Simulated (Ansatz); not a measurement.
# Rh: the cost of one run

Computed with Ansatz 0.2.0 (DFT PBE, scalar-relativistic, plane waves, PAW, unless a step's input says otherwise).

4 further runs of the same task are left out: 2 that didn't finish, 2 set aside as unsound or not needed.

### Step 1. The starting structure

The structure is hexagonal, space group P6_3/mmc (No. 194). The conventional cell has a = 2.725 Å, b = 2.725 Å, c = 4.385 Å, α = 90.00°, β = 90.00°, γ = 120.00°. Rh (site symmetry -6m2) has 12 Rh at 2.70 to 2.72 Å as nearest neighbours.

As a file:

```xyz
2
Lattice="2.7247 0.0000 0.0000 -1.3624 2.3597 0.0000 0.0000 0.0000 4.3847" Properties=species:S:1:pos:R:3 pbc="T T T"
Rh    0.0000    0.0000    0.0000
Rh    0.0000    1.5731    2.1923
```

This is a trial structure built by rule; it need not be a known or stable form of this composition.

This cell was relaxed beforehand with the same method: volume 14.10 Å³/atom, gap on the mesh none (metal).

### Step 2. Building the stacking ABCACB (hkkhkk)

Close-packed layers are stacked in the order given (one atom a layer) and fully relaxed; h and k in a name mark layers with hexagonal and cubic surroundings. Energies count from the base stacking, -6402.8514 eV an atom.

The cell holds 6 Rh: a = 2.725 Å, b = 2.725 Å, c = 13.154 Å, α = 90.00°, β = 90.00°, γ = 120.00°.

### Step 3. Relaxing it

Contents of input.yaml:

```yaml
crystal:
  lattice:
    - [2.7247109498, 0.0, 0.0]
    - [-1.3623554749, 2.3596689005, 0.0]
    - [0.0, 0.0, 13.1540602859]
  atoms:
    - { symbol: Rh, position: [0.0, 0.0, 0.0] }
    - { symbol: Rh, position: [0.3333333333, 0.6666666667, 0.1666666667] }
    - { symbol: Rh, position: [0.6666666667, 0.3333333333, 0.3333333333] }
    - { symbol: Rh, position: [0.0, 0.0, 0.5] }
    - { symbol: Rh, position: [0.6666666667, 0.3333333333, 0.6666666667] }
    - { symbol: Rh, position: [0.3333333333, 0.6666666667, 0.8333333333] }
basis:
  ecutwfc: 420
kpoints:
  mp_grid: { grid: [18, 18, 4] }
hamiltonian:
  xc: pbe
scf:
  occupations: { method: gaussian, width: 0.1 }
output:
  forces: true
  stress: true
  eigenvalues: true
  populations: true
relax:
  adjacent_minimum: "off"
  f_tol: 0.01
  max_steps: 45
  cell: { stress_tol: 0.05 }
```

The run is started by

```bash
$ ansatz run input.yaml --threads 1 --pin off --max-ram 2560MiB --backend cpu --events-out ev --progress --plain --runs-dir out
```

**Question.** How long does this run take on 1 thread of Arm Neoverse V1, shared host, and how much memory does it need?

About 2.5 min, with a peak of 0.64 GiB.
